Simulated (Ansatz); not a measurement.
# AlNi3 (Pm-3m) in Ansatz: notebook

Aim: see how the results for AlNi3 move with the level of theory and the settings. Levels: BLYP+D4, PBE. Tasks: relaxation of cell and atoms, single point.

Program: Ansatz 0.2.0. These are calculated values, not measurements. Logs are shortened: lines on timing, memory, paths and dates and some standing lists are left out, and cuts for length are marked.

## 1. The structure

The structure is cubic, space group Pm-3m (No. 221). The conventional cell has a = 3.523 Å, b = 3.523 Å, c = 3.523 Å, α = 90.00°, β = 90.00°, γ = 90.00°. Ni (site symmetry 4/mmm) has 8 Ni at 2.49 Å and 4 Al at 2.49 Å as nearest neighbours. Al (site symmetry m-3m) has 12 Ni at 2.49 Å as nearest neighbours.

The cell is a database's computed one.

## 2. Relaxation of cell and atoms, BLYP+D4, collinear spin, ferromagnetic start

input.yaml

```yaml
crystal:
  lattice:
    - [3.5230547267, 0.0, 0.0]
    - [0.0, 3.5230547267, 0.0]
    - [0.0, 0.0, 3.5230547267]
  atoms:
    - { symbol: Ni, position: [0.5, 0.5, 0.0], spin: 1.0 }
    - { symbol: Ni, position: [0.5, 0.0, 0.5], spin: 1.0 }
    - { symbol: Ni, position: [0.0, 0.5, 0.5], spin: 1.0 }
    - { symbol: Al, position: [0.0, 0.0, 0.0] }
hamiltonian:
  xc: blyp
  pseudopotentials: { kind: paw }
  dispersion: d4
magnetization:
  spin_polarized: true
kpoints:
  mp_grid: { grid: [8, 8, 8] }
scf:
  occupations: { method: fermi_dirac, width: 0.05 }
output:
  forces: true
  stress: true
  write_density: true
  write_potential: true
  elf: true
  volumetric_format: npy
relax:
  f_tol: 0.01
  max_steps: 40
  cell: { stress_tol: 0.05 }
```

Potentials or basis: Ansatz PAW.

Command:

```console
$ ansatz run input.yaml --threads 2 --pin off --max-ram 5632MiB --backend cpu --events-out ev --progress --plain --runs-dir out
```

Output:

```text
Warning: RAYON_NUM_THREADS=2 ignored (pool sized by the plan → 2); use --threads N
Engine: ansatz 0.2.0, x86_64-unknown-linux-gnu
Pseudopotentials: kind: paw
Pseudopotential: Ni, paw, valence charge 18, recommended cutoff 420 eV (normal), Ni.paw.azcp
Pseudopotential: Al, paw, valence charge 3, recommended cutoff 420 eV (normal), Al.paw.azcp
Functional definition: BLYP
  parameter beta = 0.0042
  parameter a = 0.04918
  parameter b = 0.132
  parameter c = 0.2533
  parameter d = 0.349
  exchange = b88_x(beta = beta)
  correlation = lyp_c(a = a, b = b, c = c, d = d)
Crystal: 4 atoms, lattice volume = 43.728 Å³
Basis set: ecut = 420 eV, 847 PW (Γ), exchange–correlation on 48×48×48 points (8 copies of the dense FFT grid, shifted against one another)
Bands: 36, of which v1, the nominal top of the filled ones, is band 29 counted from 1 (28 counted from 0)
Symmetry: 48 space group operations
Space group: Pm-3m (ITA 221), of the structure as read, at distance tolerance 3.5e-5 Å
Magnetic group: BNS 221.92 (UNI 1594), of the structure as read, at distance tolerance 3.5e-5 Å
k-points: 35 of 512
Non-local potential: Ni, projectors of the file, l = 0: 3, l = 1: 2, l = 2: 3, l = 3: 1
Non-local potential: Al, projectors of the file, l = 0: 2, l = 1: 2, l = 2: 1
PAW form: soft (Blöchl's): semilocal exchange-correlation on the pseudo side does not see the compensation charge
PAW frozen core: Ni, regenerated for the run's functional, and the local potential with it (the file was generated under x = pbe(κ = 0.804, μ = 0.2195149727645171), c = pbe(β = 0.06672455060314922))
PAW frozen core: Al, regenerated for the run's functional, and the local potential with it (the file was generated under x = pbe(κ = 0.804, μ = 0.2195149727645171), c = pbe(β = 0.06672455060314922))
PAW one-centre angular grid: Ni, 590 points (default); XC on 64 Gauss nodes
PAW one-centre angular grid: Al, 110 points (default); XC on 64 Gauss nodes
Initial density: superposition of atomic densities (chi_scale 0.1, normalization cell)
Starting moments: Σ|m| = 3 μB on 3 of 4 sites
Initial wavefunctions: pseudopotential atomic-orbital guess
Functional: x = b88, c = lyp
iter 1 solved again at ethr=2.38e-3 eV; its pass at ethr=3.10e-3 eV (dr2=1.36e0 eV) is discarded
SCF iter   1: F=—  HF=-18086.269148 eV  |F-HF|=—  |Δ(HF+E_count)|=         —  Δρ=6.02e-2 (↑6.02e-2 ↓3.29e-2)  dr2=1.36e0  dr2_m=3.56e-1  M=1.737 μB ∫|m|=2.249 μB  β_m=0.30  ethr=2.38e-3  ⟨swp⟩=1.3  Hψ=11982  notcnv=0
Mixer restart at iter 1: flushing history
preconditioner: auto → Kerker (q_TF=auto, 2.852 Å⁻¹)  [metal: Δε(μ)=0.011 eV  Ē_g=8.072 eV  σ=0.050 eV  W_gap=0.06  n_scr=18 (ndim 8)  ℏωp=32.3 eV  f_vac=0.000  D(μ)=4.51/eV (n_scr^D=56)]
spin=Collinear: Kerker preconditioning applied to the charge; magnetization (m = ρ↑ − ρ↓) channel mixes plain (no charge-response kernel on spin).
SCF iter   2: F=—  HF=-18086.435768 eV  |F-HF|=—  |Δ(HF+E_count)|=   1.67e-1  Δρ=4.93e-2 (↑2.20e-2 ↓4.93e-2)  dr2=4.22e-1  dr2_m=4.26e-1  M=1.466 μB ∫|m|=1.969 μB  β_m=0.35  ethr=2.38e-3  ⟨swp⟩=2.0  Hψ=3939  notcnv=0
SCF iter   3: F=—  HF=-18088.156116 eV  |F-HF|=—  |Δ(HF+E_count)|=    1.72e0  Δρ=4.63e-2 (↑1.96e-2 ↓4.63e-2)  dr2=4.55e-1  dr2_m=3.88e-1  M=1.268 μB ∫|m|=1.757 μB  β_m=0.24  ethr=7.40e-4  ⟨swp⟩=2.6  Hψ=4365  notcnv=0  defer=109
SCF iter   4: F=—  HF=-18089.165257 eV  |F-HF|=—  |Δ(HF+E_count)|=    1.01e0  Δρ=3.59e-2 (↑1.82e-2 ↓3.59e-2)  dr2=2.90e-1  dr2_m=2.65e-1  M=1.155 μB ∫|m|=1.598 μB  β_m=0.39  ethr=7.40e-4  ⟨swp⟩=2.3  Hψ=3384  notcnv=0  defer=109
SCF iter   5: F=—  HF=-18090.170765 eV  |F-HF|=—  |Δ(HF+E_count)|=         —  Δρ=2.88e-2 (↑2.88e-2 ↓2.10e-2)  dr2=6.49e-2  dr2_m=2.32e-1  M=0.819 μB ∫|m|=1.036 μB  β_m=0.81  ethr=5.09e-4  ⟨swp⟩=3.1  Hψ=4479  notcnv=0  defer=111
Mixer restart at iter 5: flushing history
[... 51 lines left out ...]
SCF iter   4: F=—  HF=-18090.537428 eV  |F-HF|=—  |Δ(HF+E_count)|=   2.31e-5  Δρ=5.96e-6 (↑2.74e-6 ↓5.96e-6)  dr2=1.95e-8  dr2_m=1.43e-9  M=0.649 μB ∫|m|=0.796 μB  β_m=0.72  ethr=1.39e-9  ⟨swp⟩=2.0  Hψ=3547  notcnv=0
SCF iter   5: F=—  HF=-18090.537428 eV  |F-HF|=—  |Δ(HF+E_count)|=   1.03e-7  Δρ=2.99e-6 (↑1.74e-6 ↓2.99e-6)  dr2=6.56e-10  dr2_m=2.02e-9  M=0.648 μB ∫|m|=0.795 μB  β_m=0.86  ethr=3.42e-11  ⟨swp⟩=2.1  Hψ=4133  notcnv=0
SCF iter   6: F=—  HF=-18090.537445 eV  |F-HF|=—  |Δ(HF+E_count)|=   1.66e-5  Δρ=2.28e-6 (↑6.80e-7 ↓2.28e-6)  dr2=1.00e-9  dr2_m=7.93e-10  M=0.648 μB ∫|m|=0.795 μB  β_m=0.93  ethr=1.15e-12  ⟨swp⟩=2.9  Hψ=4780  notcnv=0
SCF iter   7: F=—  HF=-18090.537445 eV  |F-HF|=—  |Δ(HF+E_count)|=   2.43e-9  Δρ=1.91e-6 (↑6.51e-7 ↓1.91e-6)  dr2=2.06e-9  dr2_m=1.91e-10  M=0.648 μB ∫|m|=0.795 μB  β_m=0.79  ethr=1.15e-12  ⟨swp⟩=2.5  Hψ=4751  notcnv=0
SCF iter   8: F=—  HF=-18090.537445 eV  |F-HF|=—  |Δ(HF+E_count)|=   2.35e-9  Δρ=1.14e-6 (↑3.76e-7 ↓1.14e-6)  dr2=6.44e-10  dr2_m=6.66e-11  M=0.648 μB ∫|m|=0.795 μB  β_m=0.82  ethr=1.15e-12  ⟨swp⟩=2.0  Hψ=3694  notcnv=0
SCF iter   9: F=—  HF=-18090.537445 eV  |F-HF|=—  |Δ(HF+E_count)|=  6.77e-10  Δρ=3.32e-7 (↑9.93e-8 ↓3.32e-7)  dr2=5.39e-11  dr2_m=6.23e-12  M=0.648 μB ∫|m|=0.795 μB  β_m=0.85  ethr=1.13e-12  ⟨swp⟩=2.0  Hψ=3647  notcnv=0
SCF iter  10: F=—  HF=-18090.537445 eV  |F-HF|=—  |Δ(HF+E_count)|=  6.18e-11  Δρ=2.58e-8 (↑2.14e-8 ↓2.58e-8)  dr2=6.51e-13  dr2_m=3.44e-15  M=0.648 μB ∫|m|=0.795 μB  β_m=0.93  ethr=1.00e-12  ⟨swp⟩=1.7  Hψ=2941  notcnv=0
SCF iter  11: F=-18090.537445 eV  HF=-18090.537445 eV  |F-HF|=0.00e0  |Δ(HF+E_count)|=  3.64e-12  Δρ=6.80e-9 (↑5.60e-9 ↓6.80e-9)  dr2=4.56e-14  dr2_m=3.40e-16  M=0.648 μB ∫|m|=0.795 μB  ethr=1.00e-12  ⟨swp⟩=3.1  Hψ=9366  notcnv=0
SCF 4 converged in 11 iterations: F = -18090.537445 eV  dr2 = 4.56e-14
relax step   4: F+E_penalty+E_count = -18090.53744458 eV  Δ(F+E_penalty+E_count) = -1.800e-4 eV  max|allowed force component| = 9.187e-30 eV/Å  Δτ_max = 0.0000 Å  P = +0.013 GPa  Ω = 44.077 Å³  stress off target by 1.27e-2 GPa  SCF on the basis re-selected at this cell (its energy is not comparable with the rows above)  (11 SCF iters)
basis re-selected at this cell: Δ(F+E_penalty+E_count) = -1.800e-4 eV, ΔP = +0.003 GPa vs the last step (what re-selecting the basis moved, of the pressure what is left beyond the Pulay correction that the steps carried, after the strain that the cell walked since its last selection, with what the two solves' SCF thresholds leave and, on support functions, any second-order correction that the steps lacked; it is no measure of the basis error at this ecutwfc). This SCF's stress stands 1.27e-2 GPa from its target on what of the cell is left free (relax.cell.stress_tol is 5.00e-2 GPa) and its largest allowed force component is 9.19e-30 eV/Å (relax.f_tol is 1.00e-2 eV/Å): within both
SCF converged after 11 iterations
Magnetization: 0.6484 μB (28.8242 up, 28.1758 down)
Absolute magnetization: 0.7959 μB (∫|ρ↑−ρ↓|, with the PAW one-centre terms)
Spin contamination: 0.0115 ħ² per cell (⟨S²⟩ above its minimum at these occupations)
Per-site moments (μB) at R_I (Å): [(0.2378740977149466, 1.0303386466071833), (0.23787409771494641, 1.0303386466071833), (0.23787409771494625, 1.0303386466071833), (-0.013396465876980273, 1.0303386466071833)]
Free energy (F): -18090.537445 eV
Harris-Foulkes:  -18090.537445 eV  (|F-HF|=0.00e0)
Internal energy: -18090.507151 eV  (E = F + TS)
E sigma→0 (E₀):  -18090.522298 eV
Entropy (-TS):   -0.030293 eV (-7.573 meV/atom)
Fermi energy:    16.778891 eV
--- Per-component energies (eV) ---
  E_band       = -878.742426
  E_kinetic    = 882.231607
  E_local      = -11909.484283  (includes V_loc(G=0)·N_el)
  E_nonlocal   = 1905.711843
  E_hartree    = 5089.786142
  E_xc         = -291.492667
  E_vxc        = -353.337635  (∫ρ·V_xc dr)
  E_paw        = -5397.732827  (= ΣΔE_a)
  E_vpaw       = -1583.437530  (= ΣTr[D̂ρ^β])
  E_aug_tail   = 0.001259  (compensation charges beyond the density's cutoff)
  E_ewald      = -8365.965557
  E_disp       = -3.586247  (pairwise vdW)
  E_core_change = 0.023579  (= ΣΔE_core)
  E_smearing   = -0.030293  (= −TS)
  E_closure    = 0.000000  (closes the sum)
  Σ components = -18090.537445   (vs F -18090.537445, Δ=0.00e0)
--- Forces (eV/Å), atoms counted from 1 ---
  atom   1  Ni    -0.00000000    -0.00000000     0.00000000
  atom   2  Ni     0.00000000     0.00000000     0.00000000
  atom   3  Ni     0.00000000     0.00000000    -0.00000000
  atom   4  Al     0.00000000    -0.00000000    -0.00000000
  max |Σ_I F_I| component: 6.18e-30 eV/Å
--- Stress (GPa, compression-positive) ---
        0.012699       0.000000       0.000000
        0.000000       0.012699      -0.000000
        0.000000      -0.000000       0.012699
  P = ⅓ Tr σ = 0.0127 GPa (0.127 kbar)
--- Band table (eV; the first three rows and the last of 70) ---
  k-point 0 ↑: bands = ["-86.1619", "-86.1292", "-86.1292", "-46.7144", "-46.7144", "-46.7144", "-46.6339", "-46.6339", "-46.6339", "-46.5677", "-46.5677", "-46.5677", "6.7083", "12.3507", "13.0405", "13.0405", "13.3795", "13.3795", "13.3795", "15.3444", "15.3444", "15.3444", "16.1780", "16.1780", "16.5246", "16.7337", "16.7337", "16.7337", "17.7000", "17.7000", "17.7000", "23.5131", "23.5131", "24.2447", "29.1760", "29.1760"]
  k-point 1 ↑: bands = ["-86.1607", "-86.1303", "-86.1292", "-46.7113", "-46.7113", "-46.7093", "-46.6347", "-46.6347", "-46.6341", "-46.5733", "-46.5700", "-46.5700", "6.9024", "12.4065", "12.9310", "13.1628", "13.4125", "13.4125", "13.4250", "15.2420", "15.2420", "15.2944", "16.0623", "16.1797", "16.3558", "16.3558", "16.4528", "16.7339", "16.9790", "18.3212", "18.3212", "23.5057", "23.9039", "25.0581", "28.2323", "28.2323"]
  k-point 2 ↑: bands = ["-86.1577", "-86.1334", "-86.1292", "-46.7029", "-46.7029", "-46.6948", "-46.6375", "-46.6375", "-46.6346", "-46.5891", "-46.5757", "-46.5757", "7.4740", "12.1518", "12.8412", "13.4974", "13.5018", "13.5018", "13.5467", "14.9975", "14.9975", "15.1621", "15.5897", "15.9151", "15.9151", "16.0966", "16.1452", "16.2802", "16.7343", "19.4636", "19.4636", "23.4848", "24.1234", "26.2127", "26.2127", "26.8970"]
  k-point 34 ↓: bands = ["-85.8381", "-85.8381", "-85.8381", "-46.4408", "-46.4408", "-46.4408", "-46.4106", "-46.3157", "-46.3157", "-46.3157", "-46.2254", "-46.2254", "11.0426", "12.9058", "12.9058", "12.9058", "14.7900", "14.7900", "14.7900", "14.9011", "14.9011", "14.9011", "15.5428", "15.5428", "15.5428", "15.8302", "15.8302", "16.7306", "16.8807", "16.8807", "16.8807", "20.3635", "21.0703", "21.0703", "21.0703", "35.0110"]
--- Relaxed structure (3 steps of the walk, 3 accepted, 1 SCFs on fresh bases) ---
  F+E_penalty+E_count = -18090.53744458 eV   max|allowed force component| = 9.187e-30 eV/Å   (the final SCF, on the basis selected at the relaxed cell)
  cell:  # Å, volume = 44.0771 Å³
    - [3.5324094251370135, -1.0030885127016852e-34, 3.209883240645393e-35]
    - [-1.0030885127016852e-34, 3.5324094251370135, -8.024708101613482e-36]
    - [3.209883240645393e-35, 0.0, 3.5324094251370135]
  atoms:
    - { symbol: Ni, position: [0.5, 0.5, 2.669261631152941e-37] }
    - { symbol: Ni, position: [0.5, 1.2901431217802027e-37, 0.5] }
    - { symbol: Ni, position: [6.228277140313249e-37, 0.5, 0.5] }
    - { symbol: Al, position: [5.338523270985975e-38, -8.452661830302859e-38, -1.77950775371526e-38] }
```

Wall time 14 s (2 threads of Intel Xeon Platinum 8488C (Sapphire Rapids), shared host); peak memory 0.48 GiB.

What came out:

- Free energy: -18090.5374 eV
- Relaxed volume: 11.02 Å³/atom
- Relaxed cell: a = 3.532 Å, b = 3.532 Å, c = 3.532 Å, α = 90.00°, β = 90.00°, γ = 90.00°
- Space group after relaxing (to 0.05 Å): Pm-3m (No. 221)
- Energy gained by relaxing: 0.4 meV/atom
- Ionic steps: 4
- Pressure after relaxing: 0.0 GPa
- Band gap on the k mesh: none (metal or under the smearing width)
- Net moment: 0.65 μB per cell
- Absolute moment: 0.80 μB per cell
- Site moments: Ni +0.24; Al -0.01 μB

Step by step:
```tsv
step	energy change (eV)	largest force (eV/Å)	volume (Å³)
1	0.0000	0.0000	43.73
2	-0.0012	0.0000	43.91
3	-0.0015	0.0000	44.08
4	-0.0017	0.0000	44.08
```

Final structure:
```
CELL_PARAMETERS angstrom
3.53241 0.00000 0.00000
0.00000 3.53241 0.00000
0.00000 0.00000 3.53241
ATOMIC_POSITIONS crystal
Ni 0.50000 0.50000 0.00000
Ni 0.50000 0.00000 0.50000
Ni 0.00000 0.50000 0.50000
Al 0.00000 0.00000 0.00000
```

Levels at points of the mesh, in eV from the Fermi level:
Spin up:
| k point | band 26 | band 27 | band 28 | band 29 | band 30 | band 31 | band 32 | band 33 |
| --- | --- | --- | --- | --- | --- | --- | --- | --- |
| (0.00, 0.00, 0.00) | -0.05 | -0.05 | -0.05 | 0.92 | 0.92 | 0.92 | 6.73 | 6.73 |
| (0.00, 0.00, -0.50) | -1.22 | -1.08 | -0.54 | -0.04 | 5.64 | 5.64 | 5.70 | 5.70 |
| (0.00, -0.50, -0.50) | -1.26 | -1.00 | -0.99 | -0.57 | 0.90 | 0.90 | 8.29 | 8.29 |
| (-0.50, -0.50, -0.50) | -1.11 | -1.11 | -0.23 | -0.23 | -0.23 | -0.04 | 3.50 | 4.10 |
Spin down:
```csv
k point,band 25,band 26,band 27,band 28,band 29,band 30,band 31,band 32
"(0.00, 0.00, 0.00)",-0.01,0.35,0.35,0.35,0.90,0.90,0.90,6.82
"(0.00, 0.00, -0.50)",-0.98,-0.98,-0.87,-0.37,0.35,5.70,5.70,5.75
"(0.00, -0.50, -0.50)",-1.21,-1.16,-0.84,-0.62,-0.45,1.16,1.16,8.34
"(-0.50, -0.50, -0.50)",-1.24,-0.95,-0.95,-0.05,0.10,0.10,0.10,3.58
```

Caveat: the plane-wave basis is chosen anew once the cell has moved, so the energies of steps on either side of that aren't comparable; pairwise dispersion overbinds metals, which lowers pressure and volume; the PAW data sets come from PBE, with cores solved anew for the run's functional, which leaves a small shift of forces and pressure.

## 3. Single point, PBE, collinear spin, ferromagnetic start

input.yaml: that of step 2 with these lines changed.

```diff
@@ -11,5 +11,4 @@
 hamiltonian:
-  xc: blyp
+  xc: pbe
   pseudopotentials: { kind: paw }
-  dispersion: d4
 magnetization:
@@ -19,3 +18,3 @@
 scf:
-  occupations: { method: fermi_dirac, width: 0.05 }
+  occupations: { method: gaussian, width: 0.027 }
 output:
@@ -23,2 +22,3 @@
   stress: true
+  eigenvalues: true
   write_density: true
@@ -27,5 +27 @@
   volumetric_format: npy
-relax:
-  f_tol: 0.01
-  max_steps: 40
-  cell: { stress_tol: 0.05 }
```

Potentials or basis: Ansatz PAW.

Command:

```console
$ ansatz run input.yaml --threads 2 --pin off --max-ram 5632MiB --backend cpu --events-out ev --progress --plain --runs-dir out
```

Run time: 3.8 s. Hardware: 2 threads of Intel Xeon Platinum 8488C (Sapphire Rapids), shared host; peak memory 0.48 GiB.

It converged, with:

```yaml
Free_energy: -18058.3523 eV
Pressure: 7.4 GPa
Band_gap_on_the_k_mesh: none (metal or under the smearing width)
Net_moment: 0.82 μB per cell
Absolute_moment: 1.00 μB per cell
Site_moments: Ni +0.30; Al -0.02 μB
```

Levels at points of the mesh, in eV from the Fermi level:
Spin up:
```
              k point  band 26  band 27  band 28  band 29  band 30  band 31  band 32  band 33
   (0.00, 0.00, 0.00)    -0.10    -0.10    -0.10     0.84     0.84     0.84     6.68     6.68
  (0.00, 0.00, -0.50)    -1.23    -1.10    -0.53    -0.10     5.63     5.63     5.64     5.64
 (0.00, -0.50, -0.50)    -1.26    -1.05    -1.00    -0.61     0.86     0.86     8.26     8.26
(-0.50, -0.50, -0.50)    -1.11    -1.11    -0.30    -0.28    -0.28    -0.28     3.58     4.12
```
Spin down:
```
              k point  band 24  band 25  band 26  band 27  band 28  band 29  band 30  band 31  band 32  band 33
   (0.00, 0.00, 0.00)    -0.39     0.05     0.40     0.40     0.40     0.80     0.80     0.80     6.79     6.79
  (0.00, 0.00, -0.50)    -1.06    -0.94    -0.94    -0.83    -0.31     0.40     5.69     5.69     5.71     5.71
 (0.00, -0.50, -0.50)    -1.17    -1.17    -1.13    -0.79    -0.58    -0.45     1.19     1.19     8.31     8.31
(-0.50, -0.50, -0.50)    -1.19    -1.19    -0.90    -0.90    -0.31     0.15     0.15     0.15     3.70     4.35
```

[end of part 1 of 2]
